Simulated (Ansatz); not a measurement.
# TaN: the cost of one run

Method: DFT PBE, scalar-relativistic, in Ansatz 0.2.0.

## Step 1: The system as given

It takes space group P6_3mc (No. 186, hexagonal). The conventional cell has a = 3.050 Å, b = 3.050 Å, c = 4.940 Å, α = 90.00°, β = 90.00°, γ = 120.00°. Ta (site symmetry 3m) has 4 N at 1.85 to 1.90 Å as nearest neighbours. N (site symmetry 3m) is surrounded by 4 Ta at 1.85 to 1.90 Å.

As a file:

```
Ta N
1.0
     3.05000    0.00000    0.00000
    -1.52500    2.64138    0.00000
     0.00000    0.00000    4.94000
Ta N
2 2
Direct
  0.33333 0.66667 0.00000
  0.66667 0.33333 0.50000
  0.33333 0.66667 0.38500
  0.66667 0.33333 0.88500
```

Atoms are numbered in the order of the input: Ta1, Ta2, N3, N4.

## Step 2: After the deformation

Space group P6_3mc before, P1 after.

## Step 3: All-electron LAPW

Contents of input.yaml:

```yaml
crystal:
  lattice:
    - [3.0500010905, 0.0152500054, 0.0152500054]
    - [-1.5117936532, 2.6337534233, 0.0055818894]
    - [0.0247, 0.0247, 4.94]
  atoms:
    - { symbol: Ta, position: [0.3333333333, 0.6666666667, 0.0] }
    - { symbol: Ta, position: [0.6666666667, 0.3333333333, 0.5] }
    - { symbol: "N", position: [0.3333333333, 0.6666666667, 0.385] }
    - { symbol: "N", position: [0.6666666667, 0.3333333333, 0.885] }
kpoints:
  mp_grid: { grid: [9, 9, 5] }
  band_path:
    path:
      - [0.0, 0.0, 0.0]
      - [0.0, -0.5, 0.0]
      - [0.0, 0.0, 0.5]
      - [0.0, 0.0, 0.0]
      - [-0.5, 0.0, 0.0]
      - [-0.5, 0.5, -0.5]
      - [0.0, 0.0, 0.0]
      - [-0.5, 0.0, -0.5]
      - [-0.5, 0.5, 0.0]
    npoints: 5
scf:
  occupations: { method: fermi_dirac, width: 0.01 }
hamiltonian:
  xc: pbe
  pseudopotentials: { kind: all_electron, lapw: { basis_error: 0.001 } }
output:
  forces: true
  stress: true
  eigenvalues: true
```

On the command line:

```bash
> ansatz run input.yaml --threads 1 --pin off --max-ram 4096MiB --backend cpu --events-out ev --progress --plain --runs-dir out
```

What time and memory should one allow on 1 thread of Arm Neoverse V2, shared host?

About 12 min, with a peak of 1.7 GiB.
